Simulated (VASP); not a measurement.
# Pd: relaxation of cell and atoms with PBE

The system is Pd.

```
Pd
1.0
     0.00000    1.94650    1.94650
     1.94650    0.00000    1.94650
     1.94650    1.94650    0.00000
Pd
1
Cartesian
  0.0000 0.0000 0.0000
```

```yaml
Program: VASP 6.6.1
Task: relaxation of cell and atoms
Functional: PBE
Potentials_or_basis: VASP PAW PBE potentials, release 64 (Pd)
Cutoff: 580 eV
k_mesh: 12 × 12 × 12
Occupations: fermi-dirac, width 0.05 eV
Spin: no spin polarisation
Further_INCAR_settings: ALGO = Fast; EDIFF = 1e-06; IBRION = 2; EDIFFG = -0.005; NSW = 60; ISIF = 3
```

```
Relaxed volume                         : 15.28 Å³/atom
Relaxed cell                           : a = 2.785 Å, b = 2.785 Å, c = 2.785 Å, α = 60.00°, β = 60.00°, γ = 60.00°
Space group after relaxing (to 0.05 Å) : Fm-3m (No. 225)
Energy gained by relaxing              : 10.4 meV/atom
Ionic steps                            : 14
Pressure after relaxing                : 0.0 GPa
Band gap on the k mesh                 : none (metal or under the smearing width)
```

The path:
| step | energy change (eV) | largest force (eV/Å) | pressure (GPa) | volume (Å³) |
| --- | --- | --- | --- | --- |
| 1 | 0.0000 | 0.0000 | 6.76 | 14.75 |
| 2 | 0.0112 | 0.0000 | -7.79 | 16.12 |
| 3 | -0.0104 | 0.0000 | -0.06 | 15.28 |
| 4 | -0.0104 | 0.0000 | 0.08 | 15.27 |
| 5 | -0.0104 | 0.0000 | 0.07 | 15.27 |
| 6 | -0.0104 | 0.0000 | 0.07 | 15.27 |
| 7 | -0.0104 | 0.0000 | 0.06 | 15.27 |
| 8 | -0.0104 | 0.0000 | 0.06 | 15.27 |
| 9 | -0.0104 | 0.0000 | 0.06 | 15.27 |
| 10 | -0.0104 | 0.0000 | 0.07 | 15.27 |
| 11 | -0.0104 | 0.0000 | 0.07 | 15.27 |
| 12 | -0.0104 | 0.0000 | 0.06 | 15.27 |
| 13 | -0.0104 | 0.0000 | 0.06 | 15.28 |
| 14 | -0.0104 | 0.0000 | 0.05 | 15.28 |

Final structure:
```cif
data_structure
_symmetry_space_group_name_H-M 'P 1'
_symmetry_Int_Tables_number 1
_cell_length_a 2.7851
_cell_length_b 2.7851
_cell_length_c 2.7851
_cell_angle_alpha 60.000
_cell_angle_beta 60.000
_cell_angle_gamma 60.000
_cell_volume 15.28
loop_
_atom_site_label
_atom_site_type_symbol
_atom_site_fract_x
_atom_site_fract_y
_atom_site_fract_z
_atom_site_occupancy
Pd1 Pd 0.00000 0.00000 0.00000 1
```

Levels at points of the mesh, in eV from the Fermi level:
```csv
k point,band 2,band 3,band 4,band 5,band 6,band 7,band 8,band 9
"(0.00, 0.00, 0.00)",-2.66,-2.66,-2.66,-1.14,-1.14,17.20,21.78,21.78
"(0.50, 0.00, 0.00)",-2.70,-2.70,-0.01,-0.01,1.12,7.07,16.55,20.79
"(0.50, 0.50, 0.00)",-4.81,-0.04,0.29,0.29,3.38,10.44,13.05,13.05
```

Run time: 29 s on 1 thread of Intel(R) Xeon(R) Platinum 8375C CPU @ 2.90GHz (Ice Lake), with other jobs on the host, peak memory 0.16 GiB.

PBE usually gives volumes a little too large and moduli too small. Zero-point motion and thermal expansion aren't in these numbers.
